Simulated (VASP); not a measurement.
Input of a VASP 6.6.1 run:

File INCAR:

```
SYSTEM = BP
PREC = Accurate
ENCUT = 600
EDIFF = 1E-7
ISMEAR = 0
SIGMA = 0.03
LREAL = .FALSE.
LASPH = .TRUE.
NELM = 80
ALGO = Normal
ISIF = 2
LWAVE = .FALSE.
LCHARG = .FALSE.
METAGGA = R2SCAN
LMIXTAU = .TRUE.
IBRION = 2
NSW = 40
EDIFFG = -0.01
```

File KPOINTS:

```
Automatic mesh
0
G
  10 10 10
  0 0 0
```

POSCAR

```
BP                                      
1.0
    0.0000000000      2.2660186101      2.2660186101
    2.2660186101      0.0000000000      2.2660186101
    2.2660186101      2.2660186101      0.0000000000
  B               P             
     1     1
Direct
     0.0000000000000000    0.0000000000000000    0.0000000000000000
     0.2500000000000000    0.2500000000000000    0.2500000000000000
```

Potentials or basis: VASP PAW PBE potentials, release 64 (B, P).

Run with:

```bash
$ cat potpaw_PBE.64/B/POTCAR potpaw_PBE.64/P/POTCAR > POTCAR
$ mpirun -np 1 vasp_std > vasp.out
```

Task: Estimate the band gap on the k mesh.

Result: 1.44 eV, indirect (least direct gap 3.65 eV).

Final structure:
```
B P
1.0
     0.00000    2.26602    2.26602
     2.26602    0.00000    2.26602
     2.26602    2.26602    0.00000
B P
1 1
Direct
  0.00000 0.00000 0.00000
  0.25000 0.25000 0.25000
```

Caveat: the relaxation stopped at its first step, so nothing moved. A k mesh can miss the band edges.
